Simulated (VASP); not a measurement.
Runs of VASP 6.6.1 on CdF2. It takes space group Fm-3m (No. 225, cubic). Conventional cell: a = 5.394 Å, b = 5.394 Å, c = 5.394 Å, α = 90.00°, β = 90.00°, γ = 90.00°. Cd (site symmetry m-3m) has 8 F at 2.34 Å as nearest neighbours. F (site symmetry -43m) is surrounded by 4 Cd at 2.34 Å. 

```tsv
task	level	cell	k mesh	cutoff (eV)	grid for exact exchange (PRECFOCK)	exchange at q = 0	screening parameter	share of exact exchange	gap on the mesh (eV)	pressure (GPa)
relaxation of cell and atoms	PBEsol	relaxed	10 × 10 × 10	600	-	-	-	-	2.90	0.0
band structure	PBE0	as given	6 × 6 × 6	520	Fast	truncated	-	-	(b)	2.0
band structure	HSE06	as given	6 × 6 × 6	520	Fast	-	0.2 1/A	-	5.19	2.3
band structure	PBE-EpsX	as given	6 × 6 × 6	520	Fast	truncated	-	0.3569	(a)	0.6
```

Alike in all rows: potentials or basis VASP PAW PBE potentials, release 64 (Cd, F); no spin polarisation; smearing gaussian 0.03 eV.

Problem. Estimate the missing entries.

Solution. (a) 7.19; (b) 5.92.

Caveats: the PAW data sets were made with another functional, which shifts forces and pressure a little; the relaxation stopped at its first step, so nothing moved (some runs).

A k mesh can miss the band edges, and the runs leave out spin-orbit coupling on Cd.

Runs at the PBE level aren't shown here.
